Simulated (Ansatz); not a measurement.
**Structure relaxation of P**

Computed with DFT r2SCAN, scalar-relativistic, plane waves, PAW in Ansatz 0.2.0. Cutoff 500 eV, Γ-centred k mesh, Gaussian smearing, no spin polarisation in the final step.

A relaxed cell is given with its space group left out.

```
P
1.0
     5.64547    0.00000    0.00000
     0.00000   19.63543    0.00000
    -1.60611    0.00000    6.12995
P
10
Direct
  0.14602 0.41231 0.68937
  0.17155 0.44280 0.36054
  0.17155 0.55720 0.36054
  0.14602 0.58769 0.68937
  0.22736 0.50000 0.91272
  0.54282 0.58713 0.33054
  0.75655 0.55812 0.65938
  0.75655 0.44188 0.65938
  0.54282 0.41287 0.33054
  0.60937 0.50000 0.12559
```

Energies count from the standard state of P at the same level.

Problem. What space group does it have?

Solution. Pm (No. 6). Conventional cell: a = 5.645 Å, b = 19.635 Å, c = 6.337 Å, β = 104.7°. Around P on Wyckoff site c (2 atoms of the primitive cell) lie 3 P at 2.20–2.24 Å; P on Wyckoff site c (2 atoms of the primitive cell) has 3 P at 2.21–2.25 Å; P on Wyckoff site b (1 atom of the primitive cell) has 3 P at 2.20–2.24 Å; P on Wyckoff site c (2 atoms of the primitive cell) has 3 P at 2.20–2.24 Å.

Problem. How far above the standard state of P does it lie?

Solution. 0.066 eV/atom.

Problem. Is it a metal?

Solution. No, the gap on the 6×2×6 mesh is 1.42 eV.

The final run used a 6×2×6 mesh on its 10-atom cell and 0.02 eV smearing. Weakly bound directions are ill-defined at this level, which has no dispersion term.

This form isn't the element's structure at ambient conditions.